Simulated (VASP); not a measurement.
# Sn4Te3 (a cell with a defect) in VASP: notebook

Runs on Sn4Te3 (a cell with a defect). Level: PBEsol. Tasks: single point.

Everything below comes from runs of VASP 6.6.1. Logs are shortened: lines on timing, memory, paths and dates and some standing lists are left out, and cuts for length are marked.

## 1. Starting point

The cell holds a defect, 7 atoms: a = 10.214 Å, b = 10.214 Å, c = 5.107 Å, α = 60.00°, β = 60.00°, γ = 60.00°.

## 2. Single point, PBEsol

Input file INCAR:

```
SYSTEM = Sn4Te3
ALGO     = Fast           ! electronic algorithm
EDIFF    = 1E-7           ! SCF threshold, eV
ENCUT    = 520            ! plane-wave cutoff, eV
GGA      = PS             ! functional
ISIF     = 2              ! what is computed and relaxed
ISMEAR   = -1             ! smearing method
LASPH    = .True.         ! aspherical terms in the spheres
LCHARG   = .False.        ! write CHGCAR
LREAL    = .False.        ! projectors in reciprocal space
LWAVE    = .False.        ! write WAVECAR
NBANDS   = 46             ! bands
NELM     = 100            ! most SCF steps
PREC     = Accurate       ! precision mode
SIGMA    = 0.1            ! smearing width, eV
```

Input file KPOINTS:

```
k-points
0
Gamma
  2 2 2
  0 0 0
```

Input file POSCAR:

```
Sn4Te3
1.0
    0.0000000000      7.2222920000      7.2222920000
    7.2222920000      0.0000000000      7.2222920000
    3.6111460000      3.6111460000      0.0000000000
Sn Te
4 3
Direct
    0.0000000000      0.0000000000      0.0000000000
    0.0000000000      0.5000000000      0.0000000000
    0.5000000000      0.0000000000      0.0000000000
    0.5000000000      0.5000000000      0.0000000000
    0.3324148345      0.5569846802      0.6108398830
    0.8750000000      0.3750000000      0.7500000000
    0.8750000000      0.8750000000      0.7500000000
```

Potentials or basis: VASP PAW PBE potentials, release 64 (Sn_d, Te).

Run with:

```sh
cat potpaw_PBE.64/Sn_d/POTCAR potpaw_PBE.64/Te/POTCAR > POTCAR
mpirun -np 1 vasp_std > vasp.out
```

OUTCAR:

```text
SYSTEM = Sn4Te3
   EDIFF = 1E-7
   ENCUT = 520
   GGA = PS
   ISIF = 2
   ISMEAR = -1
   LASPH = .True.
   LREAL = .False.
   NELM = 100
   PREC = Accurate

 ion  position               nearest neighbor table
   1  0.000  0.000  0.000-   7 3.13   6 3.13   7 3.13
   2  0.000  0.500  0.000-   6 3.13   6 3.13   7 3.13   5 3.14
   3  0.500  0.000  0.000-   7 3.13
   4  0.500  0.500  0.000-   5 2.91   5 2.91   6 3.13
   5  0.332  0.557  0.611-   4 2.91   4 2.91   2 3.14
   6  0.875  0.375  0.750-   1 3.13   2 3.13   4 3.13   2 3.13
   7  0.875  0.875  0.750-   1 3.13   2 3.13   3 3.13   1 3.13

  LATTYP: Found a base centered orthorhombic cell.
 ALAT       =    10.2138632978
 B/A-ratio  =     1.4142135624
 C/A-ratio  =     0.5000000000

  Lattice vectors:

 A1 = (  -3.6111460000,   3.6111460000,  -7.2222920000)
 A2 = (  -3.6111460000,   3.6111460000,   7.2222920000)
 A3 = (   3.6111460000,   3.6111460000,   0.0000000000)

Analysis of symmetry for initial positions (statically):
=====================================================================
 Subroutine PRICEL returns:
 Original cell was already a primitive cell.

 Routine SETGRP: Setting up the symmetry group for a
 base centered orthorhombic supercell.

 Subroutine GETGRP returns: Found  1 space group operations
 (whereof  1 operations were pure point group operations)
 out of a pool of  8 trial point group operations.

The static configuration has the point symmetry C_1 .

Analysis of symmetry for dynamics (positions and initial velocities):
=====================================================================
 Subroutine PRICEL returns:
 Original cell was already a primitive cell.

 Routine SETGRP: Setting up the symmetry group for a
 base centered orthorhombic supercell.

 Subroutine GETGRP returns: Found  1 space group operations
 (whereof  1 operations were pure point group operations)
 out of a pool of  8 trial point group operations.

The dynamic configuration has the point symmetry C_1 .

 Subroutine INISYM returns: Found  1 space group operations
 (whereof  1 operations are pure point group operations),
 and found     1 'primitive' translations

----------------------------------------------------------------------------------------

                                     Primitive cell

  volume of cell :     376.7256

  direct lattice vectors                    reciprocal lattice vectors
     0.000000000  7.222292000  7.222292000    -0.069230100  0.069230100  0.069230100
     7.222292000  0.000000000  7.222292000     0.069230100 -0.069230100  0.069230100
     3.611146000  3.611146000  0.000000000     0.138460201  0.138460201 -0.138460201

  length of vectors
    10.213863298 10.213863298  5.106931649     0.119910051  0.119910051  0.239820102

  position of ions in fractional coordinates (direct lattice)
     0.000000000  0.000000000  0.000000000
     0.000000000  0.500000000  0.000000000
     0.500000000  0.000000000  0.000000000
     0.500000000  0.500000000  0.000000000
     0.332414834  0.556984680  0.610839883
     0.875000000  0.375000000  0.750000000
     0.875000000  0.875000000  0.750000000

  ion indices of the primitive-cell ions
   primitive index   ion index
                 1           1
                 2           2
                 3           3
                 4           4
                 5           5
                 6           6
                 7           7

----------------------------------------------------------------------------------------

 KPOINTS: k-points

Automatic generation of k-mesh.
 Grid dimensions read from file:
 generate k-points for:    2    2    2

 Generating k-lattice:

  Cartesian coordinates                     Fractional coordinates (reciprocal lattice)
    -0.034615050  0.034615050  0.034615050     0.500000000  0.000000000  0.000000000
     0.034615050 -0.034615050  0.034615050     0.000000000  0.500000000  0.000000000
     0.069230100  0.069230100 -0.069230100     0.000000000  0.000000000  0.500000000

  Length of vectors
     0.059955026  0.059955026  0.119910051

  Shift w.r.t. Gamma in fractional coordinates (k-lattice)
     0.000000000  0.000000000  0.000000000

 Subroutine IBZKPT returns following result:
 ===========================================

 Found      8 irreducible k-points:

 Following reciprocal coordinates:
            Coordinates               Weight
  0.000000  0.000000  0.000000      1.000000
  0.500000  0.000000  0.000000      1.000000
  0.000000  0.500000  0.000000      1.000000
  0.500000  0.500000  0.000000      1.000000
  0.000000  0.000000  0.500000      1.000000
  0.500000  0.000000  0.500000      1.000000
  0.000000  0.500000  0.500000      1.000000
  0.500000  0.500000  0.500000      1.000000
   k-points           NKPTS =      8   k-points in BZ     NKDIM =      8   number of bands    NBANDS=     46
   number of dos      NEDOS =    301   number of ions     NIONS =      7
   total plane-waves  NPLWV = 256000
   dimension x,y,z NGX =    80 NGY =   80 NGZ =   40
   dimension x,y,z NGXF=   160 NGYF=  160 NGZF=   80
   ions per type =               4   3
   NGX,Y,Z   is equivalent  to a cutoff of  13.02, 13.02, 13.02 a.u.
   NGXF,Y,Z  is equivalent  to a cutoff of  26.04, 26.04, 26.04 a.u.
 SYSTEM =  Sn4Te3
   PREC   = accura    normal or accurate (medium, high low for compatibility)
   ISTART =      0    job   : 0-new  1-cont  2-samecut
   ICHARG =      2    charge: 1-file 2-atom 10-const
   ISPIN  =      1    spin polarized calculation?
   LNONCOLLINEAR =      F non collinear calculations
   LSORBIT =      F    spin-orbit coupling
   LASPH  =      T    aspherical Exc in radial PAW
   ENCUT  =  520.0 eV  38.22 Ry    6.18 a.u.  18.99 18.99  9.50*2*pi/ulx,y,z
   NELM   =    100;   NELMIN=  2; NELMDL= -5     # of ELM steps
   EDIFF  = 0.1E-06   stopping-criterion for ELM
   LREAL  =      F    real-space projection
   EDIFFG = 0.1E-05   stopping-criterion for IOM
   NSW    =      0    number of steps for IOM
   IBRION =     -1    ionic relax: 0-MD 1-quasi-New 2-CG
   NFREE  =      0    steps in history (QN), initial steepest desc. (CG)
   ISIF   =      2    stress and relaxation
   ISYM   =      2    0-nonsym 1-usesym 2-fastsym
   POTIM  = 0.5000    time-step for ionic-motion
   TEBEG  =    0.0;   TEEND  =   0.0 temperature during run
   PSTRESS=    0.0 pullay stress
   NELECT =      74.0000    total number of electrons
   NUPDOWN=      -1.0000    fix difference up-down
   EMIN   =  10.00;   EMAX   =-10.00  energy-range for DOS
   EFERMI =   0.00;   METHOD = LEGACY
   ISMEAR =    -1;   SIGMA  =   0.10  broadening in eV -4-tet -1-fermi 0-gaus
   EFERMI_NEDOS =   21; number of points for ismear=-14 and -15
   IALGO  =     68    algorithm
   IMIX   =      4    mixing-type and parameters
     AMIX     =   0.40;   BMIX     =  1.00
     AMIX_MAG =   1.60;   BMIX_MAG =  1.00
  volume/ion in A,a.u.               =      53.82       363.18
  Fermi-wavevector in a.u.,A,eV,Ry     =   0.951650  1.798357 12.321937  0.905637
  Thomas-Fermi vector in A             =   2.080139
   LORBIT       =      0    0 simple, 1 ext, 2 COOP (PROOUT), +10 PAW based schemes
   GGA     = PS    functional components
   LHFCALC =     F    Hartree Fock is set to
   AEXX    =    0.0000 exact exchange contribution
   IVDW    =     0    specifies the selected vdW correction
   LEPSILON=     F    determine dielectric tensor
   LRPA    =     F    only Hartree local field effects (RPA)
 non-spin polarized calculation
 RMM-DIIS sequential band-by-band and
  energy-cutoff  :      520.00
  volume of cell :      376.73
 maximum number of plane-waves:     10172
 NGX is ok and might be reduce to    80
   NGX = 37   NGY = 37   NGZ = 19

 number of electron      73.9999997 magnetization

 Free energy of the ion-electron system (eV)
  ---------------------------------------------------
  ext. energy  EPLUGINS =         0.00000000
  ---------------------------------------------------
  free energy    TOTEN  =       -24.65251545 eV

  energy without entropy =      -24.46632452  energy(sigma->0) =      -24.55941999

 E-fermi :   2.2111     XC(G=0):  -7.1989

 val. band max:        2.2048765186   @ k =   0.0000   0.0000   0.0000
 cond. band min:       2.2460498063   @ k =   0.0000   0.0000   0.5000
 fundamental gap:      0.0411732877
 Fermi energy:         2.2110739408

 k-point     1 :       0.0000    0.0000    0.0000
  band No.  band energies     occupation
      1     -19.9074      2.00000
      2     -19.8986      2.00000
      3     -19.8871      2.00000
      4     -19.8577      2.00000
      5     -19.8562      2.00000
      6     -19.7567      2.00000
[... 38 lines left out ...]
     45       4.3749      0.00000
     46       4.4911      0.00000

 k-point     2 :       0.5000    0.0000    0.0000
  band No.  band energies     occupation
      1     -19.9074      2.00000
      2     -19.8986      2.00000
      3     -19.8871      2.00000
      4     -19.8577      2.00000
      5     -19.8562      2.00000
      6     -19.7567      2.00000
[... 38 lines left out ...]
     45       4.3140      0.00000
     46       4.9730      0.00000

 k-point     3 :       0.0000    0.5000    0.0000
  band No.  band energies     occupation
      1     -19.9074      2.00000
      2     -19.8986      2.00000
      3     -19.8871      2.00000
      4     -19.8577      2.00000
      5     -19.8562      2.00000
      6     -19.7567      2.00000
[... 38 lines left out ...]
     45       4.2178      0.00000
     46       4.2909      0.00000

 k-point     4 :       0.5000    0.5000    0.0000
  band No.  band energies     occupation
      1     -19.9074      2.00000
      2     -19.8986      2.00000
      3     -19.8871      2.00000
      4     -19.8577      2.00000
      5     -19.8562      2.00000
      6     -19.7567      2.00000
[... 38 lines left out ...]
     45       4.3802      0.00000
     46       4.4869      0.00000

 k-point     5 :       0.0000    0.0000    0.5000
  band No.  band energies     occupation
      1     -19.9072      2.00000
      2     -19.8985      2.00000
      3     -19.8873      2.00000
      4     -19.8567      2.00000
      5     -19.8564      2.00000
      6     -19.7544      2.00000
[... 38 lines left out ...]
     45       4.8517      0.00000
     46       5.6331      0.00000

 k-point     6 :       0.5000    0.0000    0.5000
  band No.  band energies     occupation
      1     -19.9072      2.00000
      2     -19.8986      2.00000
      3     -19.8873      2.00000
      4     -19.8568      2.00000
      5     -19.8564      2.00000
      6     -19.7544      2.00000
[... 38 lines left out ...]
     45       5.0465      0.00000
     46       5.0965      0.00000

 k-point     7 :       0.0000    0.5000    0.5000
  band No.  band energies     occupation
      1     -19.9073      2.00000
      2     -19.8986      2.00000
      3     -19.8874      2.00000
      4     -19.8568      2.00000
      5     -19.8564      2.00000
      6     -19.7544      2.00000
[... 38 lines left out ...]
     45       4.7470      0.00000
     46       5.1393      0.00000

 k-point     8 :       0.5000    0.5000    0.5000
  band No.  band energies     occupation
      1     -19.9072      2.00000
      2     -19.8985      2.00000
      3     -19.8873      2.00000
      4     -19.8568      2.00000
      5     -19.8564      2.00000
      6     -19.7544      2.00000
[... 38 lines left out ...]
     45       4.5124      0.00000
     46       4.8774      0.00000

------------------------ aborting loop because EDIFF is reached ----------------------------------------

  FORCE on cell =-STRESS in cart. coord.  units (eV):
  Direction    XX          YY          ZZ          XY          YZ          ZX
  --------------------------------------------------------------------------------------
  -------------------------------------------------------------------------------------
  Total       -5.3098390     -5.3030132     -7.2235239      0.2917500      0.8492829     -0.8436045
  in kB      -22.5822291    -22.5531996    -30.7209446      1.2407842      3.6119174     -3.5877677
  external PRESSURE =     -25.2854578 kB  Pullay stress =       0.0000000 kB

 VOLUME and BASIS-vectors are now :
 -----------------------------------------------------------------------------
  energy-cutoff  :      520.00
  volume of cell :      376.73
      direct lattice vectors                 reciprocal lattice vectors
     0.000000000  7.222292000  7.222292000    -0.069230100  0.069230100  0.069230100
     7.222292000  0.000000000  7.222292000     0.069230100 -0.069230100  0.069230100
     3.611146000  3.611146000  0.000000000     0.138460201  0.138460201 -0.138460201

 POSITION                                       TOTAL-FORCE (eV/Angst)
 -----------------------------------------------------------------------------------
      0.00000      0.00000      0.00000         0.034757     -0.034933     -0.181292
      3.61115      0.00000      3.61115        -0.045464      0.046428      0.005861
      0.00000      3.61115      3.61115        -0.340906      0.340914      0.295641
      3.61115      3.61115      7.22229         0.106620     -0.100207     -0.088388
      6.22854      4.60663      6.42350        -0.022552      0.016659     -0.096174
      5.41672      9.02787      9.02787        -0.139721      0.138371      0.162689
      9.02787      9.02787     12.63901         0.407266     -0.407232     -0.098338
 -----------------------------------------------------------------------------------
    total drift:                                0.000019     -0.000008     -0.000023

  FREE ENERGIE OF THE ION-ELECTRON SYSTEM (eV)
  ---------------------------------------------------
  free  energy   TOTEN  =       -24.6525154535 eV

  energy  without entropy=      -24.4663245231  energy(sigma->0) =      -24.55941999
```

Wall time 3.2 min (1 thread of Intel Xeon 6975P-C (Granite Rapids), shared host); peak memory 0.56 GiB.

Results:

| Quantity | Value |
| --- | --- |
| Free energy | -24.6525 eV |
| Pressure | -2.5 GPa |
| Largest force | 0.584 eV/Å |
| Band gap on the k mesh | 0.04 eV, indirect (least direct gap 0.24 eV) |

Forces in eV/Å, atoms in the order of the input:
```
Sn   0.035 -0.035 -0.181
Sn  -0.045  0.046  0.006
Sn  -0.341  0.341  0.296
Sn   0.107 -0.100 -0.088
Te  -0.023  0.017 -0.096
Te  -0.140  0.138  0.163
Te   0.407 -0.407 -0.098
```

Stress tensor (GPa, compression positive):
```
-2.26  0.12 -0.36
 0.12 -2.26  0.36
-0.36  0.36 -3.07
```

Levels at points of the mesh, in eV from the valence-band top:
| k point | band 35 | band 36 | band 37 | band 38 | band 39 | band 40 |
| --- | --- | --- | --- | --- | --- | --- |
| (0.00, 0.00, 0.00) | -1.58 | -1.25 | 0.00 | 0.41 | 0.88 | 1.03 |
| (0.50, 0.00, 0.00) | -1.71 | -1.30 | -0.07 | 0.30 | 0.75 | 0.75 |
| (0.00, 0.50, 0.00) | -1.39 | -1.12 | -0.11 | 0.20 | 0.87 | 1.02 |
| (0.50, 0.50, 0.00) | -1.36 | -1.22 | -0.11 | 0.25 | 0.50 | 0.77 |
| (0.00, 0.00, 0.50) | -1.30 | -1.05 | -0.33 | 0.04 | 0.53 | 0.62 |
| (0.50, 0.00, 0.50) | -0.92 | -0.79 | -0.21 | 0.15 | 0.27 | 0.47 |
| (0.00, 0.50, 0.50) | -1.09 | -0.75 | -0.18 | 0.05 | 0.45 | 0.97 |
| (0.50, 0.50, 0.50) | -0.62 | -0.49 | -0.27 | 0.14 | 0.44 | 0.92 |

Caveat: the k mesh is coarse (spacing up to 0.75 Å⁻¹), so the values aren't converged; the PAW data sets were made with another functional, which shifts forces and pressure a little; spin-orbit coupling is left out, which moves the levels of the heavy elements.

[end of part 1 of 2]
